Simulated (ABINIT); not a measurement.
Runs of ABINIT 10.8.3 (patched build) on MgSi. It takes space group P4/mmm (No. 123, tetragonal). Conventional cell: a = 2.908 Å, b = 2.908 Å, c = 4.103 Å, α = 90.00°, β = 90.00°, γ = 90.00°. Around Si (site symmetry 4/mmm) lie 8 Mg at 2.90 Å and 4 Si at 2.91 Å. Mg (site symmetry 4/mmm) is surrounded by 8 Si at 2.90 Å and 4 Mg at 2.91 Å. The cell comes from a database or a generator and needn't be the stable form of this composition.

```tsv
task	level	potentials or basis	cell	k mesh	cutoff (eV)	cell freedom (optcell)	optimiser (ionmov)	cutoff smearing ecutsm (Ha)	force stop (Ha/bohr)	bands in the sums	gap on the mesh (eV)	pressure (GPa)	relaxed volume (Å³/atom)
single point	PBEsol	PseudoDojo NC SR PBEsol v0.4.1 standard	as given	7 × 7 × 5	1034	-	-	-	-	-	none	-2.7	-
relaxation of cell and atoms	PBEsol	PseudoDojo NC SR PBEsol v0.4 stringent	relaxed	7 × 7 × 5	1143	2	2	0.5	2e-05	-	none	0.0	(b)
relaxation of cell and atoms	LDA	PseudoDojo NC SR LDA v0.4.1 standard	relaxed	7 × 7 × 5	1143	2	2	0.5	2e-05	-	none	0.0	16.27
single point	LDA	PseudoDojo NC SR LDA v0.4 stringent	as given	7 × 7 × 5	1034	-	-	-	-	-	none	(a)	-
single point	LDA	PseudoDojo NC SR LDA v0.4.1 standard	as given	7 × 7 × 5	1088	-	-	-	-	-	none	-3.9	-
optical spectrum	LDA	PseudoDojo NC SR LDA v0.4.1 standard	as given	10 × 10 × 8, shifted	1088	-	-	-	-	19	-	-3.5	-
```

Alike in all rows: no spin polarisation; smearing fermi-dirac 0.05 eV.

Problem. Fill in the values left out.

Solution. (a) -4.3; (b) 16.73.

Caveats: the intraband (Drude) term is left out (some runs); spectra need much finer meshes, so this one isn't converged (some runs).

A k mesh can miss the band edges.

A gap of «none» marks a metal or a gap under the smearing width.

Not every run made on this cell is shown here.
